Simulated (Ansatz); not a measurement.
**Ligand exchange: C2H5CdF + CH2F2O → C2H6CdO + CHF3**

Species: C2H5CdF `C[CH2][Cd][F]`, singlet; CH2F2O `OC(F)F`, singlet; C2H6CdO `C[CH2][Cd][OH]`, singlet; CHF3 (trifluoromethane) `FC(F)F`, singlet. The partners trade F for OH: Cd–F and C–OH bonds give way to Cd–OH and C–F.

Shapes, held fixed at every level: PBE0-D4/def2-TZVP. Flexible molecules stand in one conformer, not always the lowest. Programs: Ansatz 0.2.0. The zero-point and thermal change to 298 K, harmonic and unscaled (PBE0-D4/def2-TZVP), is -2.7 kJ/mol.

```json
{"level": "HF/def2-TZVPP", "kind": "Hartree–Fock", "ΔH(298 K) (kJ/mol)": "+54.1", "less CCSD(T)/def2-TZVPP": "+12.3"}
{"level": "SPW92/def2-TZVPP", "kind": "LDA", "ΔH(298 K) (kJ/mol)": "+44.1", "less CCSD(T)/def2-TZVPP": "+2.3"}
{"level": "PBE-D4/def2-TZVPP", "kind": "GGA", "ΔH(298 K) (kJ/mol)": "+47.9", "less CCSD(T)/def2-TZVPP": "+6.1"}
{"level": "wB97M-V/def2-TZVPP", "kind": "range-separated hybrid", "ΔH(298 K) (kJ/mol)": "+48.9", "less CCSD(T)/def2-TZVPP": "+7.1"}
{"level": "MP2/def2-SVP", "kind": "perturbation theory", "ΔH(298 K) (kJ/mol)": "+46.9", "less CCSD(T)/def2-TZVPP": "+5.1"}
{"level": "MP2/def2-TZVPP", "kind": "perturbation theory", "ΔH(298 K) (kJ/mol)": "+39.0", "less CCSD(T)/def2-TZVPP": "-2.8"}
{"level": "CCSD/def2-SVP", "kind": "coupled cluster or CI", "ΔH(298 K) (kJ/mol)": "+50.8", "less CCSD(T)/def2-TZVPP": "+9.0"}
{"level": "CCSD(T)/def2-TZVPP", "kind": "coupled cluster or CI", "ΔH(298 K) (kJ/mol)": "+41.8", "less CCSD(T)/def2-TZVPP": "0.0"}
```

The highest level, CCSD(T)/def2-TZVPP, gives ΔH(298 K) = +41.8 kJ/mol; the levels span +39.0 to +54.1. The column of differences is taken from that level and isn't an error. No measured value is set beside it here. For atoms past krypton def2 sets carry core potentials with scalar relativity. Outer-core shells of Cd are correlated in most correlated rows, in sets that cover them unevenly.
